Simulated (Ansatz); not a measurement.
# CuO: how the energy converges with the cutoff

CuO, P1, a = 2.899 Å, b = 2.866 Å, c = 5.156 Å, α, β, γ = 98.1°, 98.6°, 72.1°. Ansatz: PBEsol, PAW, cutoff varied, Γ-centred 10×10×6 mesh on 4 atoms, Gaussian smearing 0.10 eV; no spin polarisation. Single points at one geometry with displaced atoms, the cutoff alone changed; ΔE is the energy at zero smearing over the run at 600 eV. The runs up to 350 eV lie under the cutoff recommended for these PAW datasets.

| cutoff (eV) | ΔE (meV/atom) |
| --- | --- |
| 200 | 10747.49 |
| 250 | 2098.30 |
| 300 | 369.54 |
| 350 | 60.19 |
| 420 | ? |

Question: Assume ΔE falls exponentially with the cutoff, fit y = ln ΔE against x, the cutoff in eV, to the other rows, and predict the missing value.

Answer: y = 9.282, 7.649, 5.912, 4.098. Means x = 275.0, y = 6.7352; Σ(Δx)² = 12500, ΣΔxΔy = -432.2; the slope is their ratio. y = 16.24 − 0.03458 x, a factor of ten per 67 eV. At 420 eV this gives ΔE = 5.56 meV/atom. The run gave 5.17, a ratio of 1.08. The decay is steady over these rows.

Cost: 6 runs of about 2.5 core-minutes in all, on Intel Xeon Processor @ 2.70GHz (shared hosts).